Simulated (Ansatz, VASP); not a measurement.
## One calculation of Bi, two programs

The input INCAR:

```
SYSTEM = Bi
PREC = Accurate ; ENCUT = 520
EDIFF = 1E-7 ; ISMEAR = -1
SIGMA = 0.05 ; LREAL = .False.
LASPH = .True. ; NELM = 100
ALGO = Normal ; ISIF = 2
LWAVE = .False. ; LCHARG = .True.
GGA = PS ; LELF = .True.
LVHAR = .True. ; NBANDS = 14
```

The input KPOINTS:

```
Automatic mesh
0
Gamma
  12 12 12
  0 0 0
```

File POSCAR:

```
Bi
1.0
    2.5586890708      0.0000000000      0.0000000000
    0.0000000000      2.5586890708      0.0000000000
    0.0000000000      0.0000000000      2.5586890708
Bi
1
Direct
    0.0000000000      0.0000000000      0.0000000000
```

Input for Ansatz:

```yaml
crystal:
  lattice:
    - [2.5586890708, 0.0, 0.0]
    - [0.0, 2.5586890708, 0.0]
    - [0.0, 0.0, 2.5586890708]
  atoms:
    - { symbol: Bi, position: [0.0, 0.0, 0.0] }
kpoints:
  mp_grid: { grid: [12, 12, 12] }
scf:
  occupations: { method: fermi_dirac, width: 0.05 }
hamiltonian:
  xc: pbesol
  pseudopotentials: { kind: paw }
output:
  forces: true
  stress: true
  eigenvalues: true
  populations: true
```

Change from the starting cell: volume scaled by 0.5, PAW files.

Alike in both runs: task single point; functional PBEsol; k mesh 12 × 12 × 12; occupations fermi-dirac, width 0.05 eV; no spin polarisation.

|  | VASP | Ansatz |
| --- | --- | --- |
| version | VASP 6.6.1 | Ansatz 0.2.0 |
| potentials or method | VASP PAW PBE potentials, release 64 (Bi_d) | PAW with Ansatz's default frozen-core files, scalar-relativistic |
| plane-wave cutoff (eV) | 520 | 420 |
| valence electrons in the cell | 15 | 15 |

VASP gave:

* pressure (GPa): 183.4

Problem. Which values does Ansatz return?

Solution. Pressure (GPa): 183.3.

Caveats: the cell as given lies far from equilibrium; so large a pressure means that the cell lies far from this level's equilibrium, or that cutoff or potentials fall short (VASP); the potentials were made for another functional, which shifts forces and pressure (VASP); spin-orbit coupling is left out, which moves the levels of the heavy elements.
